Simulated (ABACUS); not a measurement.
BaTe under changes of volume

One of the cells (39.652 Å³/atom); the others are scaled copies at fixed shape and fractional positions:

```
Ba Te
1.0
     0.00000    3.41000    3.41000
     3.41000    0.00000    3.41000
     3.41000    3.41000    0.00000
Ba Te
1 1
Cartesian
  0.0000 0.0000 0.0000
  3.4100 3.4100 3.4100
```

```yaml
Program: ABACUS 3.10.1
Functional: PBEsol
Potentials_or_basis: PseudoDojo NC SR 0.4.1 PBEsol standard
Cutoff: 1129 eV
Density_cutoff: 4517 eV
Basis: plane waves
k_mesh: 7 × 7 × 7
Occupations: fermi-dirac, width 0.05 eV
Spin: no spin polarisation
```

```tsv
volume (Å³/atom)	energy over the lowest point (meV/atom)	pressure (GPa)	gap on the mesh (eV)
37.273	66.88	5.0	1.17
38.066	44.76	3.9	1.23
38.859	27.63	3.0	1.28
39.652	?	?	?
40.445	6.47	1.3	1.38
41.238	1.58	0.6	1.43
42.031	0.00	0.0	1.47
```

Problem. What does the run at 39.652 Å³/atom give?

Solution. Energy over the lowest point 15.02 meV/atom; pressure 2.1 GPa; gap on the mesh 1.34 eV.

Worked out: A Birch-Murnaghan fit of order 3 (a polynomial in V^(-2/3)) to the other rows has its minimum at 42.04 Å³/atom, just outside them, with B0 = V·E''(V) = 32 GPa and B' = 4.4. It gives 15.02 meV/atom at 39.652 Å³/atom, against the run's 15.02, and -dE/dV = 2.1 GPa, against 2.1. A straight line through the other rows of the gap, of slope 2.5 eV per unit of ln V, gives 1.33 eV, against the run's 1.34.

Energies are extrapolated to zero smearing.

Caveats: this release of the barium file is off; spin-orbit coupling is left out, which moves the levels of the heavy elements; an odd mesh through Γ misses points on the zone boundary, where band edges often lie.
